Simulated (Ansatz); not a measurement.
# An elastic constant from a strain scan in KCl

All numbers below come from DFT PBE, scalar-relativistic, plane waves, PAW (Ansatz). Cutoff 420 eV, Γ-centred 6×6×6 k-points, Gaussian smearing of 0.05 eV. No spin polarisation. Energies are free energies at this smearing, counted from the undisturbed cell; pressure is positive in compression.

Zero of the scan (as given, not relaxed at this level; it stands at 0.6 GPa):

```yaml
crystal:
  lattice:
    - [0.00000, 3.15610, 3.15610]
    - [3.15610, 0.00000, 3.15610]
    - [3.15610, 3.15610, 0.00000]
  atoms:
    - { symbol: K, position: [0.00000, 0.00000, 0.00000] }
    - { symbol: Cl, position: [0.50000, 0.50000, 0.50000] }
```

The cell is strained by ε times the Voigt pattern (0, 0, 1, 0, 0, 0) (xx, yy, zz, yz, xz, xy; engineering shear) with fractional coordinates fixed. The cell holds 2 atoms in V0 = 62.88 Å³. The stress column is τ = (1/V0) dE/dε, got from the stress tensor σ (compression positive) at each point as −det(1 + εP) σ : P(1 + εP)⁻¹, with P the pattern as a tensor.

| ε | ΔE (meV/atom) | τ (GPa) |
| --- | --- | --- |
| -0.0400 | 12.643 | -2.843 |
| -0.0300 | 7.748 | -2.160 |
| -0.0200 | 4.110 | -1.561 |
| -0.0100 | 1.573 | -1.036 |
| 0.0000 | 0.000 | -0.577 |
| 0.0100 | -0.731 | -0.177 |
| 0.0200 | -0.730 | 0.170 |
| 0.0300 | -0.096 | 0.470 |
| 0.0350 | 0.431 | 0.604 |
| 0.0400 | ? | ? |

Task: Which combination of elastic constants does this scan measure, and how large is it?

Result: For small ε, τ = τ0 + Kε with K = pᵀCp, which for this pattern is C11 in the cubic axes. The parabola through τ at ε = -0.0100, 0 and 0.0100 has slope K = 43 GPa at zero. The energies per cell, E = NΔE, of the same two points give K = 2[E(ε₊)/ε₊ − E(ε₋)/ε₋]/[(ε₊ − ε₋)V0] = 43 GPa, in agreement.

Task: Predict the withheld row at ε = 0.0400 from the harmonic law, and compare.

Result: ΔE = V0(τ0 ε + Kε²/2)/N = 2.209 meV/atom and τ = 1.14 GPa. The calculation gives 1.085 meV/atom and 0.73 GPa: the energy lies 51 % below the harmonic value, as bonds soften when stretched.